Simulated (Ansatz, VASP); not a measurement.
## Two plane-wave programs on MgI2

```
Mg I
1.0
     4.09139    0.00000    0.00000
    -2.04570    3.54325    0.00000
     0.00000    0.00000    6.86200
Mg I
1 2
Direct
  0.00000 0.00000 0.00000
  0.33333 0.66667 0.75763
  0.66667 0.33333 0.24237
```

Change from the starting cell: strain -0.015 along x and y, +0.000 along z, atoms carried along.

Alike in both runs: task single point; functional PBEsol; k mesh 6 × 6 × 4; occupations gaussian, width 0.05 eV; no spin polarisation.

|  | VASP | Ansatz |
| --- | --- | --- |
| version | VASP 6.6.1 | Ansatz 0.2.0 |
| potentials or method | VASP PAW PBE potentials, release 64 (Mg, I) | scalar-relativistic, plane waves, PAW |
| plane-wave cutoff (eV) | 520 | 420 |
| valence electrons in the cell | 16 | 44 |

|  | VASP | Ansatz | Ansatz less VASP |
| --- | --- | --- | --- |
| gap on the k mesh at the Fermi level (eV) | 3.52 | 3.54 | +0.012 |
| least direct gap on the mesh (eV) | 3.77 | 3.78 | +0.007 |
| pressure (GPa) | 0.8 | 0.8 | +0.02 |
| largest component of the traceless stress (GPa) | 0.08 | 0.08 | +0.005 |
| rms of the force components (eV/Å) | 0.034 | 0.036 | +0.0013 |

Atom by atom the forces differ by 0.001 eV/Å (rms over components). The two sets of potentials don't hold the same shells in valence.

Caveats: the PAW data sets were made with another functional, which shifts forces and pressure a little (VASP); spin-orbit coupling is left out, which moves the levels of the heavy elements; this functional lacks dispersion, which binds the layers, so the pressure and a relaxed spacing across them are unreliable. A k mesh can miss the band edges.
